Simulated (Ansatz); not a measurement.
**In6Se6 sheet: levels of theory**

The task, for In6Se6 sheet: compare levels of theory; the runs are relaxing the atoms and single point.

Computed with Ansatz 0.2.0 (DFT LDA, scalar-relativistic, plane waves, PAW, and further levels as typed in the inputs, unless a step's input says otherwise).

### 1 The structure to begin with

Symmetry: Cm, No. 8, monoclinic system. The conventional cell has a = 6.997 Å, b = 4.000 Å, c = 40.020 Å, α = 90.00°, β = 90.00°, γ = 90.00°. Se (site symmetry m) is surrounded by 3 In at 2.65 to 2.67 Å. In (site symmetry m) is surrounded by 3 Se at 2.65 to 2.67 Å and 1 In at 2.79 Å. Only part of the 12 independent sites is listed.

As a file:

```
CELL_PARAMETERS angstrom
4.00000 0.00000 0.00000
-2.00000 3.49874 0.00000
0.00000 0.00000 40.02000
ATOMIC_POSITIONS crystal
Se 0.33333 0.66667 0.22489
In 0.00000 0.00000 0.25725
In 0.00000 0.00000 0.32696
Se 0.33333 0.66667 0.35932
Se 0.00000 0.00000 0.43278
In 0.66667 0.33333 0.46514
In 0.66667 0.33333 0.53486
Se 0.00000 0.00000 0.56722
Se 0.66667 0.33333 0.64068
In 0.33333 0.66667 0.67304
In 0.33333 0.66667 0.74275
Se 0.66667 0.33333 0.77511
```

### 2 Relaxing the atoms: In6Se6 sheet, no spin

Input file input.yaml:

```yaml
crystal:
  lattice:
    - [4.0, 0.0, 0.0]
    - [-2.0, 3.4987426313, 0.0]
    - [0.0, 0.0, 40.02]
  atoms:
    - { symbol: Se, position: [0.3333333333, 0.6666666667, 0.2248875562] }
    - { symbol: In, position: [0.0, 0.0, 0.2572463768] }
    - { symbol: In, position: [0.0, 0.0, 0.3269615192] }
    - { symbol: Se, position: [0.3333333333, 0.6666666667, 0.3593203398] }
    - { symbol: Se, position: [0.0, 0.0, 0.4327836082] }
    - { symbol: In, position: [0.6666666667, 0.3333333333, 0.4651424288] }
    - { symbol: In, position: [0.6666666667, 0.3333333333, 0.5348575712] }
    - { symbol: Se, position: [0.0, 0.0, 0.5672163918] }
    - { symbol: Se, position: [0.6666666667, 0.3333333333, 0.6406796602] }
    - { symbol: In, position: [0.3333333333, 0.6666666667, 0.6730384808] }
    - { symbol: In, position: [0.3333333333, 0.6666666667, 0.7427536232] }
    - { symbol: Se, position: [0.6666666667, 0.3333333333, 0.7751124438] }
  periodic: [true, true, false]
scf:
  occupations: { method: gaussian, width: 0.02 }
  n_extra_bands: 6
output:
  forces: true
  stress: false
  write_density: true
  write_potential: true
  elf: true
  volumetric_format: npy
kpoints:
  mp_grid: { grid: [10, 10, 1] }
hamiltonian:
  xc: lda
relax:
  f_tol: 0.004
  max_steps: 100
```

Launch:

```console
ansatz run input.yaml --threads 8 --pin off --max-ram 24576MiB --backend cpu --events-out ev --progress --plain --runs-dir out
```

Standard output:

```text
Warning: crystal.periodic: the lattice vector that does not repeat stood 0.000° off the slab's normal, 40.020 Å along it as the deck builds it. The run solves the slab on a vector along the normal, 67.840 Å long, with every atom where it was (on the deck's vector they left 18.00 Å outside them, and the widest stretch free of ions among them is 2.94 Å). A fractional position that the run reports is one of the run's cell, which starts as this one, and not of the deck's: it goes into a deck with that cell's vectors. The slab on that cell runs as it stands in a deck that lists each atom with its symbol and moment, types crystal.periodic and leaves out crystal.checkpoint, crystal.saddle_side, crystal.structure_sha256, crystal.space_group, crystal.setting, crystal.reduce_to_primitive, crystal.supercell, crystal.defects and each atom's wyckoff. Where those keys changed the vectors of the plane, lay the indices of each lattice_plane and lattice_line anew on these rows. Along the normal they count this vector already. An outside_sphere can name other atoms there (type this run's as sites). In the order of the run's atom list the slab is: crystal.lattice: [[4.0, 0.0, 0.0], [-2.0, 3.4987426313, 0.0], [0.0, -0.0, 67.840000003504]]; position: [0.3333333333, 0.6666666667, 0.13266509431985762]; position: [0.0, 0.0, 0.15175412734381272]; position: [0.0, 0.0, 0.1928803065699904]; position: [0.3333333333, 0.6666666667, 0.21196933959394545]; position: [0.0, 0.0, 0.25530660376281555]; position: [0.6666666667, 0.3333333333, 0.27439563678677065]; position: [0.6666666667, 0.3333333333, 0.31552181601294826]; position: [0.0, 0.0, 0.33461084903690336]; position: [0.6666666667, 0.3333333333, 0.37794811320577343]; position: [0.3333333333, 0.6666666667, 0.3970371462297285]; position: [0.3333333333, 0.6666666667, 0.43816332545590625]; position: [0.6666666667, 0.3333333333, 0.4572523584798613];
Warning: RAYON_NUM_THREADS=8 ignored (pool sized by the plan → 8); use --threads N
crystal.periodic: the lattice vector that does not repeat stood 0.000° off the slab's normal, 40.020 Å along it as the deck builds it. The run solves the slab on a vector along the normal, 67.840 Å long, with every atom where it was (on the deck's vector they left 18.00 Å outside them, and the widest stretch free of ions among them is 2.94 Å). A fractional position that the run reports is one of the run's cell, which starts as this one, and not of the deck's: it goes into a deck with that cell's vectors. The slab on that cell runs as it stands in a deck that lists each atom with its symbol and moment, types crystal.periodic and leaves out crystal.checkpoint, crystal.saddle_side, crystal.structure_sha256, crystal.space_group, crystal.setting, crystal.reduce_to_primitive, crystal.supercell, crystal.defects and each atom's wyckoff. Where those keys changed the vectors of the plane, lay the indices of each lattice_plane and lattice_line anew on these rows. Along the normal they count this vector already. An outside_sphere can name other atoms there (type this run's as sites). In the order of the run's atom list the slab is: crystal.lattice: [[4.0, 0.0, 0.0], [-2.0, 3.4987426313, 0.0], [0.0, -0.0, 67.840000003504]]; position: [0.3333333333, 0.6666666667, 0.13266509431985762]; position: [0.0, 0.0, 0.15175412734381272]; position: [0.0, 0.0, 0.1928803065699904]; position: [0.3333333333, 0.6666666667, 0.21196933959394545]; position: [0.0, 0.0, 0.25530660376281555]; position: [0.6666666667, 0.3333333333, 0.27439563678677065]; position: [0.6666666667, 0.3333333333, 0.31552181601294826]; position: [0.0, 0.0, 0.33461084903690336]; position: [0.6666666667, 0.3333333333, 0.37794811320577343]; position: [0.3333333333, 0.6666666667, 0.3970371462297285]; position: [0.3333333333, 0.6666666667, 0.43816332545590625]; position: [0.6666666667, 0.3333333333, 0.4572523584798613];
scf.n_extra_bands = 6 over 87 filled bands (N_el = 174.0): the run solves 93 bands
Engine: ansatz 0.2.0, x86_64-unknown-linux-gnu
Pseudopotentials: kind: paw
Pseudopotential: Se, paw, valence charge 16, recommended cutoff 420 eV (normal), Se.paw.azcp
Pseudopotential: In, paw, valence charge 13, recommended cutoff 420 eV (normal), In.paw.azcp
Functional definition: SPW92
  exchange = slater_x
  correlation = pw_c
Crystal: 12 atoms, lattice volume = 949.419 Å³
Basis set: ecut = 420 eV, 18655 PW (Γ)
Bands: 93, of which v1, the nominal top of the filled ones, is band 87 counted from 1 (86 counted from 0)
Symmetry: 2 space group operations
Space group: Cm (ITA 8), of the structure as read, at distance tolerance 9.8e-5 Å
k-points: 31 of 100 (time reversal used)
Non-local potential: Se, projectors of the file, l = 0: 2, l = 1: 2, l = 2: 3, l = 3: 1
Non-local potential: In, projectors of the file, l = 0: 2, l = 1: 2, l = 2: 2, l = 3: 2
PAW form: soft (Blöchl's): semilocal exchange-correlation on the pseudo side does not see the compensation charge
PAW frozen core: Se, regenerated for the run's functional, and the local potential with it (the file was generated under x = pbe(κ = 0.804, μ = 0.2195149727645171), c = pbe(β = 0.06672455060314922))
PAW frozen core: In, regenerated for the run's functional, and the local potential with it (the file was generated under x = pbe(κ = 0.804, μ = 0.2195149727645171), c = pbe(β = 0.06672455060314922))
PAW one-centre angular grid: Se, 590 points (default); XC on 64 Gauss nodes
PAW one-centre angular grid: In, 590 points (default); XC on 64 Gauss nodes
Initial density: superposition of atomic densities (neutral atoms: chi_scale 0, normalization atom), corrected by the library's trained network
Initial wavefunctions: pseudopotential atomic-orbital guess
Functional: x = slater, c = lda
SCF iter   1: F=—  HF=-65048.048203 eV  |F-HF|=—  |Δ(HF+E_count)|=         —  Δρ=4.17e-3  dr2=2.75e-1  ethr=1.77e-3  ⟨swp⟩=9.5  Hψ=14708  notcnv=0
preconditioner: auto → Resta (q_TF=auto, 2.056 Å⁻¹)  ε∞=2.1  [insulator: Δε(μ)=0.658 eV  Ē_g=12.022 eV  σ=0.020 eV  W_gap=1.00  n_scr=170 (ndim 8)  ℏωp=12.9 eV  f_vac=0.629  D(μ)=0.00/eV (n_scr^D=0)  ε∞_Penn≈2.1  vacuum switching on, ρ_ref=1.0e-2 e/Å³]
SCF iter   2: F=—  HF=-65048.015765 eV  |F-HF|=—  |Δ(HF+E_count)|=   3.24e-2  Δρ=2.09e-3  dr2=2.78e-1  ethr=1.58e-4  ⟨swp⟩=3.9  Hψ=5998  notcnv=0  defer=50
SCF iter   3: F=—  HF=-65047.996161 eV  |F-HF|=—  |Δ(HF+E_count)|=   1.96e-2  Δρ=1.38e-3  dr2=8.84e-2  ethr=1.58e-4  ⟨swp⟩=4.5  Hψ=6127  notcnv=0  defer=55
SCF iter   4: F=—  HF=-65047.988430 eV  |F-HF|=—  |Δ(HF+E_count)|=   7.73e-3  Δρ=7.17e-4  dr2=8.28e-3  ethr=5.08e-5  ⟨swp⟩=4.9  Hψ=4046  notcnv=0  defer=55
SCF iter   5: F=—  HF=-65047.987625 eV  |F-HF|=—  |Δ(HF+E_count)|=   8.05e-4  Δρ=2.64e-4  dr2=1.99e-3  ethr=4.76e-6  ⟨swp⟩=3.7  Hψ=5055  notcnv=0  defer=57
SCF iter   6: F=—  HF=-65047.987600 eV  |F-HF|=—  |Δ(HF+E_count)|=   2.54e-5  Δρ=1.45e-4  dr2=1.39e-3  ethr=1.14e-6  ⟨swp⟩=3.7  Hψ=4393  notcnv=0  defer=57
SCF iter   7: F=—  HF=-65047.987519 eV  |F-HF|=—  |Δ(HF+E_count)|=   8.08e-5  Δρ=7.54e-5  dr2=3.28e-4  ethr=7.96e-7  ⟨swp⟩=1.9  Hψ=3191  notcnv=0  defer=56
SCF iter   8: F=—  HF=-65047.987590 eV  |F-HF|=—  |Δ(HF+E_count)|=   7.12e-5  Δρ=2.13e-5  dr2=1.67e-5  ethr=1.89e-7  ⟨swp⟩=2.5  Hψ=3434  notcnv=0  defer=57
SCF iter   9: F=—  HF=-65047.987592 eV  |F-HF|=—  |Δ(HF+E_count)|=   1.94e-6  Δρ=1.47e-5  dr2=6.18e-6  ethr=9.61e-9  ⟨swp⟩=2.9  Hψ=4883  notcnv=0  defer=55
SCF iter  10: F=—  HF=-65047.987591 eV  |F-HF|=—  |Δ(HF+E_count)|=   8.80e-7  Δρ=5.74e-6  dr2=1.03e-6  ethr=3.55e-9  ⟨swp⟩=2.6  Hψ=4770  notcnv=0  defer=54
SCF iter  11: F=-65047.987591 eV  HF=-65047.987591 eV  |F-HF|=6.17e-8  |Δ(HF+E_count)|=   6.46e-8  Δρ=2.68e-6  dr2=1.20e-7  ethr=2.30e-10  ⟨swp⟩=13.0  Hψ=27336  notcnv=0
SCF 1 converged in 11 iterations: F = -65047.987591 eV  dr2 = 1.20e-7
  Residual-converged pass: ⟨swp⟩=1.0  Hψ=3007  notcnv=0  max |occ|·‖R‖ = 7.1e-9 eV (tolerance 1.0e-8 eV)  dr2=1.20e-7  dr2_onsite=8.42e-9  max |Δocc| = 1.5e-126
relax step   1: F+E_penalty+E_count = -65047.98759130 eV  Δ(F+E_penalty+E_count) = +0.000e0 eV  max|allowed force component| = 3.903e-1 eV/Å  Δτ_max = 0.0000 Å  (11 SCF iters, dr2 threshold 4.00e-7 eV, accepted)
[... from here on, the SCF cycles and remarks between the steps are left out ...]
relax step   2: F+E_penalty+E_count = -65047.96762637 eV  Δ(F+E_penalty+E_count) = +1.996e-2 eV  max|allowed force component| = 4.011e-1 eV/Å  Δτ_max = 0.1929 Å  (9 SCF iters, dr2 threshold 9.52e-6 eV, rejected (line search))
relax step   3: F+E_penalty+E_count = -65048.05622955 eV  Δ(F+E_penalty+E_count) = -6.864e-2 eV  max|allowed force component| = 3.773e-2 eV/Å  Δτ_max = 0.0937 Å  (11 SCF iters, accepted)
relax step   4: F+E_penalty+E_count = -65048.06811462 eV  Δ(F+E_penalty+E_count) = -1.189e-2 eV  max|allowed force component| = 2.281e-2 eV/Å  Δτ_max = 0.0974 Å  (11 SCF iters, accepted)
relax step   5: F+E_penalty+E_count = -65048.07733545 eV  Δ(F+E_penalty+E_count) = -9.221e-3 eV  max|allowed force component| = 1.184e-2 eV/Å  Δτ_max = 0.1462 Å  (11 SCF iters, dr2 threshold 3.25e-8 eV, accepted)
relax step   6: F+E_penalty+E_count = -65048.07623955 eV  Δ(F+E_penalty+E_count) = +1.096e-3 eV  max|allowed force component| = 8.147e-2 eV/Å  Δτ_max = 0.0226 Å  (9 SCF iters, dr2 threshold 3.78e-8 eV, rejected (line search))
relax step   7: F+E_penalty+E_count = -65048.07750339 eV  Δ(F+E_penalty+E_count) = -1.679e-4 eV  max|allowed force component| = 1.407e-3 eV/Å  Δτ_max = 0.0110 Å  (9 SCF iters, accepted)
relax step   8: F+E_penalty+E_count = -65048.07755026 eV  Δ(F+E_penalty+E_count) = -4.687e-5 eV  max|allowed force component| = 8.371e-4 eV/Å  Δτ_max = 0.0127 Å  (9 SCF iters, accepted)
NSCF: frozen V_eff on 31 k-points
the band table was solved once a step of the walk had ended and its energy, with any forces and stress, was formed, with the checks that follow a solve (14827 applications of the Hamiltonian). They found nothing against the state; the energy, forces and stress were not computed again (output.eigenvalues in the input reference)
WARN: The output density's exchange-correlation potential varies sharply where the density is thin. Do not read a vacuum level from v_tot or v_xc, or from such a field of the output density. On a cell that repeats whose density bears no net charge and no dipole along the vacuum's axis use v_es (v_loc + v_h of the components); under efield.dipole_correction with no amplitude use v_es + v_field, which holds any external_charges[].barrier, or the levels of the report's work_function block, which leave it out; under a non-zero efield.amplitude the vacuum is tilted and has no level; on a cell that repeats and bears such a dipole with no correction it is tilted too, and efield.dipole_correction with no amplitude gives each side of its ramp a level where efield: is served; in a cell that repeats whose density bears a net charge (total_charge, or a fill off its count) it is curved and has none; of a slab under crystal.periodic whose density bears no net charge use v_es, which has a level on each side, short of where the two are joined; of another it falls or rises all the way out and has none; of a slab beside external_charges read slab_vacuum_level instead, which it has where they leave it neutral. The grid or the basis barely resolves most such structure, and the values can differ between equally converged runs; as a rule a tighter scf.convergence.dr2_threshold does not remove it. Where the density itself ripples (under the LDA too) a higher basis.ecutwfc lessens it. The files hold the spikes' plane waves up to the density's cutoff. Files: v_tot_of_output_density and the like, and their columns of v_z.tsv (output.write_potential); v_xc_of_output_density and the like, and their columns of v_comp_z.tsv (output.write_potential_components). Measured: with its Gaussian average of σ = 0.25 Å subtracted twice, the exchange-correlation potential is over 0.1 eV at 106 of the grid points where the equally averaged density (valence and model cores) is under 1e-3 e/Å³, and 0.195 eV at the most among them, at an averaged density of 9.8e-6 e/Å³. The input density's (outcome.potential() and, of a run that writes arrays, v_tot and v_xc) is over 0.1 eV, so measured, at 105 points of its own thin density, 0.195 eV at the most. See output.write_potential in the manual, Limitations
SCF converged after 9 iterations
Free energy (F): -65048.077550 eV
Harris-Foulkes:  -65048.077550 eV  (|F-HF|=1.44e-9)
Internal energy: -65048.077550 eV  (E = F + TS)
E sigma→0 (E₀):  -65048.077550 eV
Fermi energy:    -5.285294 eV
--- Per-component energies (eV) ---
  E_band       = -4961.682454
  E_kinetic    = 2177.952502
  E_local      = -1779245.013191  (includes V_loc(G=0)·N_el)
  E_nonlocal   = -1313.566802
  E_hartree    = 887577.911666
  E_xc         = -1901.628107
  E_vxc        = -1196.113997  (∫ρ·V_xc dr)
  E_paw        = -35055.342099  (= ΣΔE_a)
  E_vpaw       = -540.733448  (= ΣTr[D̂ρ^β])
  E_aug_tail   = -0.003494  (compensation charges beyond the density's cutoff)
  E_ewald      = 862696.600583
  E_core_change = 15.011392  (= ΣΔE_core)
  E_smearing   = -0.000000  (= −TS)
  E_closure    = -0.000000  (closes the sum)
  Σ components = -65048.077550   (vs F -65048.077550, Δ=0.00e0)
--- Forces (eV/Å), atoms counted from 1 ---
  atom   1  Se     0.00000000    -0.00021114    -0.00030562
  atom   2  In     0.00000000    -0.00033872     0.00004348
  atom   3  In     0.00000000    -0.00027642    -0.00000949
  atom   4  Se     0.00000000    -0.00016406    -0.00015876
  atom   5  Se     0.00000000    -0.00039866     0.00041478
  atom   6  In     0.00000000     0.00032353     0.00003892
  atom   7  In     0.00000000     0.00005156    -0.00036279
  atom   8  Se     0.00000000     0.00000761    -0.00079347
  atom   9  Se     0.00000000    -0.00022018     0.00082954
  atom  10  In     0.00000000     0.00071309     0.00019248
  atom  11  In     0.00000000     0.00035867    -0.00003620
  atom  12  Se     0.00000000     0.00015450     0.00005645
  max |Σ_I F_I| component: 9.07e-5 eV/Å
--- Band table (eV; the first three rows and the last of 31) ---
  k-point 0: bands = ["-53.1219", "-53.1217", "-53.1194", "-53.1193", "-53.1138", "-53.1136", "-53.1087", "-53.1085", "-53.0890", "-53.0887", "-53.0866", "-53.0863", "-53.0816", "-53.0793", "-53.0782", "-53.0758", "-53.0757", "-53.0754", "-53.0733", "-53.0731", "-53.0707", "-53.0705", "-53.0683", "-53.0653", "-53.0344", "-53.0321", "-53.0312", "-53.0289", "-53.0187", "-53.0153", "-20.2346", "-20.2227", "-20.2225", "-20.0104", "-20.0083", "-19.9988", "-19.9979", "-19.9967", "-19.9959", "-19.9078", "-19.9048", "-19.9009", "-19.8996", "-19.8962", "-19.8951", "-19.8931", "-19.8920", "-19.8895", "-19.8885", "-19.8882", "-19.8873", "-19.7319", "-19.7115", "-19.7072", "-19.7037", "-19.7029", "-19.6913", "-19.6905", "-19.6902", "-19.6894", "-19.1187", "-19.0325", "-18.8269", "-18.7897", "-18.6499", "-18.5777", "-11.8395", "-11.6695", "-11.5126", "-9.6377", "-9.2410", "-8.8707", "-6.9576", "-6.9172", "-6.8890", "-6.8500", "-6.8070", "-6.7450", "-6.7343", "-6.6869", "-6.6753", "-6.6550", "-6.6175", "-6.6021", "-6.5668", "-6.2755", "-5.6398", "-5.0289", "-4.4221", "-3.9466", "-3.5295", "-3.4753", "-3.4739"]
[... 3 lines left out ...]
--- Relaxed structure (8 steps of the walk, 6 accepted, 0 SCFs on fresh bases) ---
  F+E_penalty+E_count = -65048.07755026 eV   max|allowed force component| = 8.371e-4 eV/Å
  cell:  # Å, volume = 949.4188 Å³
    - [4.0, 0.0, 0.0]
    - [-2.0, 3.4987426313, 0.0]
    - [0.0, -0.0, 67.840000003504]
  atoms:
    - { symbol: Se, position: [0.33012230153301936, 0.6602446030660388, 0.13794503058010885] }
    - { symbol: In, position: [-0.002035096345568533, -0.004070192691137066, 0.15616052852046244] }
    - { symbol: In, position: [-0.002014921768860198, -0.004029843537720396, 0.19660090173117528] }
    - { symbol: Se, position: [0.3300716618716422, 0.6601433237432845, 0.2148932865607991] }
    - { symbol: Se, position: [-0.0004571353118440952, -0.0009142706236881904, 0.2564650473363318] }
    - { symbol: In, position: [0.6674018840180234, 0.3348037680360466, 0.2747309361867941] }
    - { symbol: In, position: [0.6672175630857243, 0.3344351261714487, 0.315188379251954] }
    - { symbol: Se, position: [-0.0006900187754717911, -0.0013800375509435822, 0.3334708639558091] }
    - { symbol: Se, position: [0.6687592230716235, 0.33751844614324705, 0.37503107901328236] }
    - { symbol: In, position: [0.3366165080241697, 0.6732330160483395, 0.39331004835879296] }
    - { symbol: In, position: [0.3364222079605886, 0.6728444159211773, 0.43374478946430584] }
    - { symbol: Se, position: [0.6685858226369533, 0.3371716452739066, 0.4519638258384976] }
```

Run time: 5.1 min. Hardware: 8 threads of Intel Xeon Platinum 8259CL at 2.50GHz (Skylake/Cascade Lake), shared host; peak memory 5 GiB.

The steps of the relaxation:

```
step  E - E(step 1) (eV/cell)  largest force component (eV/Å)
   1                   0.0000                          0.3903
   2                   0.0200                          0.4011
   3                  -0.0686                          0.0377
   4                  -0.0805                          0.0228
   5                  -0.0897                          0.0118
   6                  -0.0886                          0.0815
   7                  -0.0899                          0.0014
   8                  -0.0900                          0.0008
```

Step 1 is the start. Steps 2, 6 were tried and not accepted.

Axes a, b and c in the maps are those of this run's conventional cell (a, b, c = 6.997, 4.000, 67.840 Å).

Density in a lattice plane of the grid's cell (edges 7.00 and 67.84 Å, at 0.000 of the third edge), which holds Se and In.

Ten even steps from '0' (0.00 e/Å³) to '9' (37.06 e/Å³):
```
000000
000000
000000
000000
000000
000000
000000
000000
000000
000000
000090
001000
000000
000000
200000
200000
100000
000000
000000
000000
```
Columns run along the first of these edges and rows up along the second, over one cell in 6 and 20 even steps from the bottom left corner. Atoms in the plane (fractional): Se at (0.33, 0.14), In at (1.00, 0.16), In at (1.00, 0.20), Se at (0.33, 0.21), Se at (1.00, 0.26), In at (0.67, 0.27), In at (0.67, 0.32), Se at (1.00, 0.33), Se at (0.67, 0.38), In at (0.34, 0.39), In at (0.34, 0.43), Se at (0.67, 0.45).

ELF in the same plane.

Ten even steps from ' ' (0.00) to '@' (0.85):
```
            
            
            
            
            
            
            
            
            
            
  ..::%%..##
  --  ::--..
@@--    ::::
      ==--==
####    ..%%
  --%%==  ::
  ==%%++  ::
    ::      
            
            
```
Columns run along the first of these edges and rows up along the second, over one cell in 6 and 20 even steps from the bottom left corner. Atoms in the plane (fractional): Se at (0.33, 0.14), In at (1.00, 0.16), In at (1.00, 0.20), Se at (0.33, 0.21), Se at (1.00, 0.26), In at (0.67, 0.27), In at (0.67, 0.32), Se at (1.00, 0.33), Se at (0.67, 0.38), In at (0.34, 0.39), In at (0.34, 0.43), Se at (0.67, 0.45).

Both are smooth fields of the valence electrons: close to the nuclei they are not physical.

Outside the cores ELF peaks at 0.88 beside Se, off the lines to its neighbours, 0.9 Å from Se; 0.80 on the Se–In line, 0.9 Å from Se; 0.80 in the shell around Se, 0.8 Å from Se.

(Part 1 of 3 ends here.)
